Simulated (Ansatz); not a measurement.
Wanted: the native input for an Ansatz 0.2.0 run.

* Task: single point
* Functional: PBEsol
* Potentials or basis: all-electron LAPW, scalar-relativistic
* Cutoff: 255 eV (chosen from the basis error)
* Basis error allowed: 0.001 eV/atom
* k mesh: 7 × 7 × 7
* Occupations: fermi-dirac, width 0.05 eV
* Spin: collinear spin, ferromagnetic start
* Starting moments: [1.0, 0.0] μB
* Hubbard terms: Ni d U = 3 eV
* Start of the occupations: hund_eg_first
* Passes for which the start of the occupations is held: 8

AlNi:

```
Ni Al
1.0
     2.88100    0.00000    0.00000
     0.00000    2.88100    0.00000
     0.00000    0.00000    2.88100
Ni Al
1 1
Direct
  0.50000 0.50000 0.50000
  0.00000 0.00000 0.00000
```

These files were run (other wordings do the same):

input.yaml

```yaml
crystal:
  lattice:
    - [2.881, 0.0, 0.0]
    - [0.0, 2.881, 0.0]
    - [0.0, 0.0, 2.881]
  atoms:
    - { symbol: Ni, position: [0.5, 0.5, 0.5], spin: 1.0 }
    - { symbol: Al, position: [0.0, 0.0, 0.0] }
kpoints:
  mp_grid: { grid: [7, 7, 7] }
scf:
  occupations: { method: fermi_dirac, width: 0.05 }
hamiltonian:
  xc: pbesol
  pseudopotentials: { kind: all_electron, lapw: { basis_error: 0.001 } }
  hubbard:
    occupation_matrices:
      s0_up:
        matrix:
          - [0.98, 0.0, 0.0, 0.0, 0.0]
          - [0.0, 0.98, 0.0, 0.0, 0.0]
          - [0.0, 0.0, 0.98, 0.0, 0.0]
          - [0.0, 0.0, 0.0, 0.98, 0.0]
          - [0.0, 0.0, 0.0, 0.0, 0.98]
      s0_down:
        matrix:
          - [0.98, 0.0, 0.0, 0.0, 0.0]
          - [0.0, 0.02, 0.0, 0.0, 0.0]
          - [0.0, 0.0, 0.98, 0.0, 0.0]
          - [0.0, 0.0, 0.0, 0.02, 0.0]
          - [0.0, 0.0, 0.0, 0.0, 0.98]
    sites:
      - { site: 0, l: d, u_eff: 3, starting_ns: [{ spin: up, occupation_matrix: s0_up }, { spin: down, occupation_matrix: s0_down }] }
    ns_hold: { iters: 8 }
    double_counting: fll
    projectors: ortho-atomic
magnetization:
  spin_polarized: true
output:
  forces: true
  stress: true
  eigenvalues: true
  hubbard: {}
```

Potentials or basis: all-electron LAPW, scalar-relativistic.

Launch:

```bash
$ ansatz run input.yaml --threads 2 --pin off --max-ram 6144MiB --backend cpu --events-out ev --progress --plain --runs-dir out
```

It gave:

The pressure is -4.1 GPa, the band gap on the k mesh is none (metal or under the smearing width) and the net moment is 0.00 μB per cell. The absolute moment is 0.00 μB per cell.

Caveat: the k mesh is thin for a metal, which can move the energy by tens of meV per atom; the magnetic state may not be the lowest; the typed start of the occupations wasn't kept; U is the effective U less J, on atomic orbitals that reach past the spheres; the U is typed as a test and isn't derived for this compound; the starting moments weren't kept.

Run time: 94 s on 2 threads of Intel(R) Xeon(R) Processor @ 2.50GHz (Skylake/Cascade Lake), with other jobs on the host, peak memory 0.48 GiB.
